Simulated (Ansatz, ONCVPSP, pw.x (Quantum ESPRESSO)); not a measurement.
# promethium (Pm): does the ONCV potential hold in the solid?

* Element: Pm
* Generator: ONCVPSP 4.0.1
* Type: optimised norm-conserving Vanderbilt (ONCV)
* Functional: PBE
* Relativity: scalar-relativistic
* Frozen core: [Kr] 4d10
* Valence charge: 15
* Reference configuration: 4f5 5s2 5p6 6s1 (charge +1)
* Partial waves: 5s+6s: rc 2.40 bohr, ncon 4, nbas 7, qcut 4.1 1/bohr, 2 projectors; 5p: rc 2.60 bohr, ncon 4, nbas 8, qcut 4.6 1/bohr, 2 projectors, debl 3.5 Ha; d scattering state at 0.27 Ha: rc 2.05 bohr, ncon 3, nbas 8, qcut 4.1 1/bohr, 2 projectors, debl 4 Ha; 4f: rc 1.70 bohr, ncon 5, nbas 10, qcut 11.8 1/bohr, 2 projectors, debl 1.8 Ha
* Local potential: polynomial inside 1.60 bohr (lpopt 2, dvloc0 -2 Ha)
* Core correction: Teter function, fcfact 2, rcfact 1.05

In the d channel the program set the typed energies aside and used 0.050, 4.050 Ha.

Atomic tests: cutoffs needed: 55 Ha and 60 Ha (the cutoffs (Ha) at which the residual kinetic energy of the hardest occupied pseudo-wave falls to 1 and 0.1 mHa per electron); ghost test: no bound ghost flagged; no localised positive-energy state flagged; configuration tests: tests left out (the all-electron energies of this program are off by 10 to 40 meV for near-neutral 4f atoms).

Crystal test: bcc Pm in pw.x 7.5, no spin, 12³ k-points, Fermi–Dirac smearing 0.01 Ry, cutoffs 140/560 Ry. The reference is all-electron LAPW (Ansatz 0.2.0) with the same functional, mesh and smearing; V0 and B0 come from Birch–Murnaghan fits to the pressures at five volumes. Errors are pseudo minus all-electron; Δ is the rms difference of the E(V) curves that follow from these fits, minima aligned, over ±6 % about the mean V0. Mesh and smearing are coarse, so the numbers serve the comparison and aren't converged zero-temperature values; the lattice is a test structure that the element need not adopt. Spin polarisation and strong correlation are left out, which matters for this element.

All-electron: a0 = 3.742 Å (V0 = 26.19 Å³/atom), B0 = 10.4 GPa.

**Question.** How far does the potential miss the all-electron equation of state?

**Answer.** mean pressure error (GPa): -0.93. The pressure does not cross zero within the volumes sampled, so no fit is given. This is a poor potential for the solid. Atomic configuration tests: tests left out (the all-electron energies of this program are off by 10 to 40 meV for near-neutral 4f atoms).

```tsv
V (Å³/atom)	P all-electron (GPa)	P pseudo (GPa)
25.071	0.43	-0.41
25.731	0.18	-0.73
26.391	-0.08	-1.02
27.051	-0.35	-1.33
27.711	-0.61	-1.60
```

**Question.** At the middle volume, how do free energy and pressure move when the wave cutoff is lowered (ecutrho kept at four times it)?

**Answer.**

```tsv
cutoff (Ry)	shift of F (meV/atom)	shift of P (GPa)
63	+23000.9	-372.19
84	+4043.4	-148.67
112	+73.0	-6.26
```

The run at the middle volume (72 k-points, 25 iterations) took about 1.7 min on one core of a shared host (Intel(R) Xeon(R) 6975P-C, 192 threads, 378 GiB, load 50).
